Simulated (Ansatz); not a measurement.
## Debugging a many-body input for ZnSe (Stilleite)

Aim: the G0W0 gap of ZnSe (Stilleite). The first input has a fault.

Main program and level: Ansatz 0.2.0; G0W0 on PBE, plane waves, PAW.

## (1) The structure

It takes space group F-43m (No. 216, cubic). The conventional cell has a = 5.668 Å, b = 5.668 Å, c = 5.668 Å, α = 90.00°, β = 90.00°, γ = 90.00°. Nearest to Zn lie 4 Se at 2.45 Å. Nearest to Se lie 4 Zn at 2.45 Å. Farther neighbours and most contacts between anions are not listed.

The cell and positions come from the Crystallography Open Database and are kept as given unless a step says otherwise. The default PAW set here is soft_2. Its files were made with PBE.

## (2) First try

input.yaml reads:

```yaml
crystal:
  lattice:
    - [0.0, 2.8338, 2.8338]
    - [2.8338, 0.0, 2.8338]
    - [2.8338, 2.8338, 0.0]
  atoms:
    - { symbol: Zn, position: [0.0, 0.0, 0.0] }
    - { symbol: Se, position: [0.25, 0.25, 0.25] }
kpoints:
  mp_grid: { grid: [4, 4, 4] }
hamiltonian:
  xc: pbe
scf:
  occupations: { method: fixed }
gw:
  n_empty_bands: 4
  ecut_chi: 60
  qp_bands: [v1, c9]
  qp_kpoints: band_edges
  screening: { model: contour_deformation }
```

Started as:

```console
> ansatz run input.yaml --threads 3 --pin off --max-ram 92160MiB --backend cuda --events-out ev --progress --plain --runs-dir out --devices 1 --max-vram 13GiB  # rebuilt from the run's record
```

Numbers of over 12 decimals in the logs are rounded to 6 here.

Log:

```text
Error: invalid value for `gw.qp_bands`: [v1, c9] must end among the 18 bands that are solved (gw.n_empty_bands), of which c4 is the highest
```

Wall time 0.11 s (3 threads of AMD EPYC 7R13 (Zen 3), shared host); peak memory 0.11 GiB.

**Diagnosis.**

The input was rejected at the start.

The program's message: “Error: invalid value for `gw.qp_bands`: [v1, c9] must end among the 18 bands that are solved (gw.n_empty_bands), of which c4 is the highest”

The fault: window above the summed bands. Levels can be corrected only among the bands that are solved.

## (3) A better input

Now the one-shot GW correction: screening in the RPA, then the self-energy of the levels asked for.

input.yaml, the sections that differ from step 2:

```yaml
kpoints:
  mp_grid: { grid: [6, 6, 6] }
gw:
  n_empty_bands: 189
  ecut_chi: 150
  qp_bands: [v2, c2]
  qp_kpoints: band_edges
  screening: { model: contour_deformation }
# crystal, hamiltonian, scf: as in step 2
```

Log:

```text
GPUs: using 1 of 1 available (devices: 1).
[...]
device memory: the entry about to start is reckoned to put 0.5 GiB on a device that reports 72.2 GiB free (of which the cap on the GPU budget leaves the run 13.0 GiB)
GPU FFT provider: cuFFT
GPU libraries: cuBLAS 13.8.2, cuFFT 12.4.0, cuSOLVER 12.3.4
Crystal: 2 atoms, lattice volume = 45.513 Å³
Basis set: ecut = 420 eV, 893 PW (Γ)
Bands: 18, of which v1, the nominal top of the filled ones, is band 14 counted from 1 (13 counted from 0)
Symmetry: 24 space group operations
[...]
k-points: 16 of 216 (time reversal used)
[...]
GPU buffer pool allocated for 19683 grid points (all kernels)
GPU transforms: local potential and band sums: pruned to the plane-wave sphere, on 25×27×27
[...]
SCF iter   1: F=—  HF=-8789.521160 eV  |F-HF|=—  |Δ(HF+E_count)|=         —  Δρ=6.61e-4  dr2=2.74e-4  ethr=1.77e-3  ⟨swp⟩=5.0  Hψ=1330  notcnv=0  defer=28
[...]
0    13      6.7818   -21.7965     2.0750   -18.8736  0.7636     5.9102     5.9339  root
     0    14      6.7818   -21.7965     2.0750   -18.8736  0.7636     5.9102     5.9339  root
     0    15      8.0685    -9.7759    -3.8070   -13.7972  0.7923     8.2837     8.2828  root
     0    16     12.5901    -6.9764    -4.4612   -11.6525  0.7738    12.8060    12.8049  root
     1    13      6.5293   -21.3417     2.1137   -18.3668  0.7622     5.6427     5.6681  root
     1    14      6.5293   -21.3417     2.1137   -18.3668  0.7622     5.6427     5.6681  root
     1    15      9.3310    -9.9834    -3.8718   -14.0644  0.7849     9.5410     9.5402  root
     1    16     12.6562    -7.6830    -4.4390   -12.2972  0.7711    12.8323    12.8315  root
[...]
12    13      4.5963   -18.3312     2.4918   -14.9114  0.7447     3.6310     3.6684  root
    12    14      4.5963   -18.3312     2.4918   -14.9114  0.7447     3.6310     3.6684  root
    12    15      9.7689    -7.0735    -3.6156   -10.6427  0.7959     9.7225     9.7225  root
    12    16     10.2461    -8.9882    -3.8934   -13.0504  0.7852    10.4156    10.4150  root
[key lines of the parts left out:]
SCF converged after 6 iterations
Free energy (F): -8789.521109 eV
Fermi energy:    6.781841 eV
```

Elapsed: 17 s, on 1 × NVIDIA H100 80GB HBM3 (shared by 6 runs) with 3 threads; peak memory 1.2 GiB; 16 s of CPU time.

Numbers from this step:

| Quantity | Value |
| --- | --- |
| bands summed | 203 |
| RPA ε∞ on this mesh (eigenvalues) | 8.525, 8.525, 8.525 |
| plane waves in the screening matrix | 181 |
| q-points in the mesh | 216 |
| G0W0 gap on the mesh | 2.349 eV |
| k of the valence top | 0, 0, 0 |
| k of the conduction bottom | 0, 0, 0 |
| starting gap on the mesh | 1.287 eV |
| Z at the valence top | 0.7636 |
| Z at the conduction bottom | 0.7923 |
| least direct G0W0 gap on the computed points | 2.349 eV |

The gap on the mesh goes from 1.29 eV to 2.35 eV, a correction of +1.06 eV. Between the two edge states, bare exchange in place of the xc potential would open the gap by 6.94 eV, and correlation takes back 5.88 eV.

## (4) Results

| Property | Result |
| --- | --- |
| first try | refused after 0.11 s |
| better run | G0W0 gap on the mesh 2.35 eV (6×6×6 mesh, 189 empty bands, screening to 150 eV) |

In words: The second run differs in: mesh, empty bands, screening cutoff (eV) and levels asked. Bands and cutoff are finite, so the gap is not at the basis limit. The miss can reach some tenths of an eV and take either sign; the mesh is an error of its own. The many-body steps are scalar-relativistic: spin-orbit coupling is not in them.

[Paths, hosts, dates, memory and timing lines, banners, echoed tables and standing remarks are left out of the program output.]

[Logs are printed without paths, hosts, clocks, repeated set-up lines and the standing remarks that a program may print on its own settings, such as how far it seeks lower states.]

[Runs of the session that timed out or met a known fault of the program may be left out.]

[Cells called generated may have been cut or substituted from an entry of the Crystallography Open Database or the Materials Project.]

[Hosts, paths, dates, database ids (printed as entryN), source tags and the programs' standing remarks are cut or masked in the printed files.]
